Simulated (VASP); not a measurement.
# SiC (Moissanite 6H) (P6_3mc) in VASP: a series of runs, part 2 of 2

VASP 6.6.1.

## 4. Relaxation of cell and atoms, PBEsol

Contents of INCAR:

```
PREC = Accurate
ENCUT = 600
EDIFF = 1E-6
ISMEAR = 0
SIGMA = 0.03
LREAL = False
LASPH = True
NELM = 80
ALGO = Normal
ISIF = 3
LWAVE = False
LCHARG = False
GGA = PS
IBRION = 2
NSW = 90
EDIFFG = -0.01
KPAR = 4
```

Contents of KPOINTS:

```
regular mesh
0
Gamma
  12 12 2
```

Contents of POSCAR:

```
SiC
1.0
    3.0950000000      0.0000000000      0.0000000000
   -1.5475000000      2.6803486247      0.0000000000
    0.0000000000      0.0000000000     15.1700000000
Si C
6 6
Direct
    0.0000000000      0.0000000000      0.1250000000
    0.0000000000      0.0000000000      0.6250000000
    0.3333333333      0.6666666667      0.2917000000
    0.6666666667      0.3333333333      0.7917000000
    0.3333333333      0.6666666667      0.9583000000
    0.6666666667      0.3333333333      0.4583000000
    0.0000000000      0.0000000000      0.0000000000
    0.0000000000      0.0000000000      0.5000000000
    0.3333333333      0.6666666667      0.1667000000
    0.6666666667      0.3333333333      0.6667000000
    0.3333333333      0.6666666667      0.8333000000
    0.6666666667      0.3333333333      0.3333000000
```

Potentials or basis: VASP PAW PBE potentials, release 64 (Si, C).

Started as:

```console
$ cat potpaw_PBE.64/Si/POTCAR potpaw_PBE.64/C/POTCAR > POTCAR
$ mpirun -np 4 vasp_std > vasp.out
```

OUTCAR:

```text
PREC = Accurate
   ENCUT = 600
   EDIFF = 1E-6
   ISMEAR = 0
   LREAL = False
   LASPH = True
   NELM = 80
   ISIF = 3
   GGA = PS
   IBRION = 2
   NSW = 90
   EDIFFG = -0.01

 ion  position               nearest neighbor table
   1  0.000  0.000  0.125-   9 1.90   9 1.90   9 1.90   7 1.90   5 3.10   3 3.10   3 3.10   5 3.10
                             5 3.10   3 3.10
   2  0.000  0.000  0.625-  10 1.90  10 1.90  10 1.90   8 1.90   6 3.10   4 3.10   6 3.10   4 3.10
                             4 3.10   6 3.10
   3  0.333  0.667  0.292-  12 1.90  12 1.90  12 1.90   9 1.90   6 3.10   6 3.10   6 3.10   1 3.10
                             1 3.10   1 3.10
   4  0.667  0.333  0.792-  11 1.90  11 1.90  11 1.90  10 1.90   5 3.10   5 3.10   5 3.10   2 3.10
                             2 3.10   2 3.10
   5  0.333  0.667  0.958-   7 1.90   7 1.90   7 1.90  11 1.90   4 3.10   4 3.10   4 3.10   1 3.10
                             1 3.10   1 3.10
[... 498 lines left out ...]
  ext. energy  EPLUGINS =         0.00000000
  ---------------------------------------------------
  free energy    TOTEN  =       -95.51376234 eV

  energy without entropy =      -95.51376234  energy(sigma->0) =      -95.51376234

 E-fermi :   8.2619     XC(G=0): -11.5036

 val. band max:        8.1026171892   @ k =   0.0000   0.0000   0.0000
 cond. band min:      10.0149515056   @ k =   0.5000   0.0000   0.0000
 fundamental gap:      1.9123343164
 Fermi energy:         8.2619283321

 k-point     1 :       0.0000    0.0000    0.0000
  band No.  band energies     occupation
      1      -7.3750      2.00000
      2      -6.8510      2.00000
      3      -6.8157      2.00000
      4      -5.3109      2.00000
      5      -5.2828      2.00000
      6      -3.7704      2.00000
[... 805 lines left out ...]
     30      13.3181      0.00000
     31      14.1116      0.00000

 [... further k-points ...]
[... 5 lines left out ...]
  --------------------------------------------------------------------------------------
  -------------------------------------------------------------------------------------
  Total        0.0054409      0.0054409     -0.0108001      0.0000000     -0.0000000      0.0000000
  in kB        0.0702231      0.0702231     -0.1393928      0.0000000     -0.0000000      0.0000000
  external PRESSURE =       0.0003512 kB  Pullay stress =       0.0000000 kB
[... 27 lines left out ...]
  FREE ENERGIE OF THE ION-ELECTRON SYSTEM (eV)
  ---------------------------------------------------
  free  energy   TOTEN  =       -95.5137623405 eV

  energy  without entropy=      -95.5137623405  energy(sigma->0) =      -95.51376234

 reached required accuracy - stopping structural energy minimisation
```

OSZICAR:

```text
N       E                     dE             d eps       ncg     rms          rms(c)
DAV:   1     0.152718718519E+03    0.15272E+03   -0.24206E+04  2356   0.157E+03
DAV:   2    -0.925904924646E+02   -0.24531E+03   -0.23347E+03  3187   0.238E+02
DAV:   3    -0.105781518913E+03   -0.13191E+02   -0.13100E+02  2888   0.565E+01
DAV:   4    -0.106038826039E+03   -0.25731E+00   -0.25659E+00  2890   0.874E+00
[... 44 lines left out ...]
DAV:   4    -0.955137553246E+02    0.63724E-06   -0.54161E-06  2627   0.121E-02
   6 F= -.95513755E+02 E0= -.95513755E+02  d E =-.726492E-05
       N       E                     dE             d eps       ncg     rms          rms(c)
DAV:   1    -0.955137640133E+02   -0.80515E-05   -0.76283E-04  2496   0.160E-01    0.982E-03
DAV:   2    -0.955137632747E+02    0.73860E-06   -0.18229E-05  2853   0.237E-02    0.528E-03
DAV:   3    -0.955137623405E+02    0.93428E-06   -0.13794E-06  1879   0.795E-03
   7 F= -.95513762E+02 E0= -.95513762E+02  d E =-.142808E-04
```

It took 6.2 min on 4 MPI ranks of Intel Xeon Platinum 8375C at 2.90GHz (Ice Lake), shared host; peak memory 0.39 GiB.

Results:

* Free energy: -95.5138 eV
* Relaxed volume: 10.34 Å³/atom
* Relaxed cell: a = 3.080 Å, b = 3.080 Å, c = 15.112 Å, α = 90.00°, β = 90.00°, γ = 120.00°
* Space group after relaxing (to 0.05 Å): P6_3mc (No. 186)
* Energy gained by relaxing: 1.4 meV/atom
* Ionic steps: 7
* Pressure after relaxing: 0.0 GPa
* Band gap on the k mesh: 1.91 eV, indirect (least direct gap 3.02 eV)

Step by step:
```tsv
step	energy change (eV)	largest force (eV/Å)	pressure (GPa)	volume (Å³)
1	0.0000	0.1430	-2.94	125.85
2	0.0019	0.1145	3.26	122.37
3	-0.0168	0.0260	0.00	124.14
4	-0.0170	0.0142	0.02	124.13
5	-0.0170	0.0149	0.02	124.13
6	-0.0170	0.0101	-0.01	124.14
7	-0.0170	0.0008	0.00	124.14
```

Final structure:
```xyz
12
Lattice="3.0798 0.0000 0.0000 -1.5399 2.6672 0.0000 0.0000 0.0000 15.1117" Properties=species:S:1:pos:R:3 pbc="T T T"
Si    0.0000    0.0000    1.8895
Si    0.0000    0.0000    9.4453
Si    0.0000    1.7781    4.4099
Si    1.5399    0.8891   11.9657
Si    0.0000    1.7781   14.4817
Si    1.5399    0.8891    6.9259
C     0.0000    0.0000   15.1070
C     0.0000    0.0000    7.5511
C     0.0000    1.7781    2.5210
C     1.5399    0.8891   10.0769
C     0.0000    1.7781   12.5928
C     1.5399    0.8891    5.0370
```

Levels at points of the mesh, in eV from the valence-band top:
| k point | band 20 | band 21 | band 22 | band 23 | band 24 | band 25 | band 26 | band 27 | band 28 | band 29 |
| --- | --- | --- | --- | --- | --- | --- | --- | --- | --- | --- |
| (0.00, 0.00, 0.00) | -0.30 | -0.30 | -0.04 | 0.00 | 0.00 | 5.12 | 5.29 | 5.70 | 6.21 | 6.26 |
| (0.50, 0.00, 0.00) | -2.28 | -1.82 | -1.80 | -1.68 | -1.10 | 1.91 | 2.10 | 3.10 | 3.79 | 4.48 |
| (0.00, 0.00, 0.50) | -0.64 | -0.10 | -0.10 | -0.10 | -0.10 | 5.18 | 5.18 | 5.93 | 5.93 | 6.60 |
| (0.50, 0.00, 0.50) | -2.37 | -1.73 | -1.73 | -1.31 | -1.31 | 1.95 | 1.95 | 3.32 | 3.32 | 4.72 |

Caveat: the PAW data sets were made with another functional, which shifts forces and pressure a little. A k mesh can miss the band edges.

## 5. Relaxation of cell and atoms, PBEsol

This run uses another cell than the first one, of 10.34 Å³/atom, 0.986 times its volume.

Edit INCAR of step 4 so:

```diff
@@ -2,3 +2,3 @@
 ENCUT = 600
-EDIFF = 1E-6
+EDIFF = 1E-7
 ISMEAR = 0
@@ -15,3 +15,3 @@
 NSW = 90
-EDIFFG = -0.01
+EDIFFG = -0.005
 KPAR = 4
```

KPOINTS is that of step 4.

Contents of POSCAR:

```
SiC                                     
1.0
    3.0798348513     -0.0000000000     -0.0000000000
   -1.5399174256      2.6672152207      0.0000000000
    0.0000000000      0.0000000000     15.1116731378
  Si              C             
     6     6
Direct
     0.0000000000000000    0.0000000000000000    0.1250363669735098
     0.0000000000000000    0.0000000000000000    0.6250363669735097
     0.3333333332999970    0.6666666667000030    0.2918190986567563
     0.6666666667000030    0.3333333332999970    0.7918190986567560
     0.3333333332999970    0.6666666667000030    0.9583117383177078
     0.6666666667000030    0.3333333332999970    0.4583117383177078
     0.0000000000000000    0.0000000000000000    0.9996886893862486
     0.0000000000000000    0.0000000000000000    0.4996886893862487
     0.3333333332999970    0.6666666667000030    0.1668269791811045
     0.6666666667000030    0.3333333332999970    0.6668269791811045
     0.3333333332999970    0.6666666667000030    0.8333171274846729
     0.6666666667000030    0.3333333332999970    0.3333171274846730
```

Started as:

```console
$ cat potpaw_PBE.64/Si/POTCAR potpaw_PBE.64/C/POTCAR > POTCAR
$ mpirun -np 4 vasp_std > vasp.out
```

It took 2.2 min on 4 MPI ranks of Intel Xeon Platinum 8375C at 2.90GHz (Ice Lake), shared host; peak memory 0.37 GiB.

It converged, with:

```yaml
Free_energy: -95.5121 eV
Pressure_after_relaxing: 0.0 GPa
Band_gap_on_the_k_mesh: 1.91 eV, indirect (least direct gap 3.02 eV)
```

Final structure:
```
Si C
1.0
     3.07983    0.00000    0.00000
    -1.53992    2.66722    0.00000
     0.00000    0.00000   15.11167
Si C
6 6
Direct
  0.00000 0.00000 0.12504
  0.00000 0.00000 0.62504
  0.33333 0.66667 0.29182
  0.66667 0.33333 0.79182
  0.33333 0.66667 0.95831
  0.66667 0.33333 0.45831
  0.00000 0.00000 0.99969
  0.00000 0.00000 0.49969
  0.33333 0.66667 0.16683
  0.66667 0.33333 0.66683
  0.33333 0.66667 0.83332
  0.66667 0.33333 0.33332
```

Levels at points of the mesh, in eV from the valence-band top:
| k point | band 20 | band 21 | band 22 | band 23 | band 24 | band 25 | band 26 | band 27 | band 28 | band 29 |
| --- | --- | --- | --- | --- | --- | --- | --- | --- | --- | --- |
| (0.00, 0.00, 0.00) | -0.30 | -0.30 | -0.04 | 0.00 | 0.00 | 5.12 | 5.29 | 5.70 | 6.21 | 6.26 |
| (0.50, 0.00, 0.00) | -2.28 | -1.82 | -1.80 | -1.68 | -1.10 | 1.91 | 2.10 | 3.10 | 3.79 | 4.48 |
| (0.00, 0.00, 0.50) | -0.64 | -0.10 | -0.10 | -0.10 | -0.10 | 5.18 | 5.18 | 5.93 | 5.93 | 6.60 |
| (0.50, 0.00, 0.50) | -2.37 | -1.73 | -1.73 | -1.31 | -1.31 | 1.95 | 1.95 | 3.32 | 3.32 | 4.72 |

Caveat: the relaxation stopped at its first step, so nothing moved; the PAW data sets were made with another functional, which shifts forces and pressure a little.
